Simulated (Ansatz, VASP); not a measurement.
**Two plane-wave programs on GaP**

```
Ga P
1.0
     0.00000    2.69566    2.69566
     2.69566    0.00000    2.69566
     2.69566    2.69566    0.00000
Ga P
1 1
Direct
  0.00000 0.00000 0.00000
  0.75000 0.75000 0.75000
```

Alike in both runs: functional LDA; k mesh 8 × 8 × 8; occupations gaussian, width 0.02 eV; no spin polarisation.

Ansatz relaxed the structure, and its values are those at the end. VASP's run is a single point on that final structure, the one shown.

|  | VASP | Ansatz |
| --- | --- | --- |
| version | VASP 6.6.1 | Ansatz 0.2.0 |
| potentials or method | VASP PAW LDA potentials, release 64 (Ga_d, P) | scalar-relativistic, plane waves, PAW |
| plane-wave cutoff (eV) | 520 | 420 |
| valence electrons in the cell | 18 | 18 |

|  | VASP | Ansatz | Ansatz less VASP |
| --- | --- | --- | --- |
| gap on the k mesh at the Fermi level (eV) | 1.43 | 1.43 | +0.001 |
| least direct gap on the mesh (eV) | 1.91 | 1.88 | -0.029 |
| pressure (GPa) | 0.1 | 0.0 | -0.08 |

A k mesh can miss the band edges.
